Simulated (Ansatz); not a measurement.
What a trial cell of WSe3 relaxes into

The calculation used DFT PBE, scalar-relativistic, plane waves, PAW in Ansatz. Cutoff 420 eV, Γ-centred k mesh, Gaussian smearing, no spin polarisation in the final step.

The start puts WSe3 on the ReO3 structure type (Pm-3m, No. 221), with W in place of Re, Se in place of O, at a guessed volume.

```
W Se
1.0
     4.92190    0.00000    0.00000
     0.00000    4.92190    0.00000
     0.00000    0.00000    4.92190
W Se
1 3
Direct
  0.00000 0.00000 0.00000
  0.50000 0.00000 0.00000
  0.00000 0.50000 0.00000
  0.00000 0.00000 0.50000
```

Cell and atoms relax at zero pressure; the relaxation can't lower the symmetry of the start.

The zero of energy is the elements' standard structures at the same level; no fitted shifts are applied.

(1) What does it relax into?

(2) What are its volume, energy, density and gap?

Answers

(1) It keeps Pm-3m (No. 221). The result has the ReO3 structure. Conventional cell: a = 4.945 Å. W is coordinated by 6 Se at 2.47 Å; around Se lie 2 W at 2.47 Å.

```cif
data_structure
_symmetry_space_group_name_H-M 'Pm-3m'
_symmetry_Int_Tables_number 221
_cell_length_a 4.9452
_cell_length_b 4.9452
_cell_length_c 4.9452
_cell_angle_alpha 90.000
_cell_angle_beta 90.000
_cell_angle_gamma 90.000
_cell_volume 120.93
loop_
_atom_site_label
_atom_site_type_symbol
_atom_site_symmetry_multiplicity
_atom_site_Wyckoff_symbol
_atom_site_fract_x
_atom_site_fract_y
_atom_site_fract_z
_atom_site_occupancy
W1 W 1 a 0.00000 0.00000 0.00000 1
Se1 Se 3 d 0.50000 0.00000 0.00000 1
```

(2) The volume per atom is 30.23 Å³ and the density is 5.78 g/cm³. The energy over the elements is 0.21 eV/atom and the gap on the 10×10×10 mesh is 0 eV (a metal).

The final run used a 10×10×10 mesh on its 4-atom cell and 0.10 eV smearing. For metals, differences of a few meV/atom aren't resolved. Spin–orbit coupling is left out. A structure relaxed within its symmetry needn't be a true minimum.

Closed-shell ions balance this formula, so the missing gap can be the error of a semilocal functional.

Cost: 2 runs of about 1.2 core-minutes in all, on Arm Neoverse V1 (shared hosts).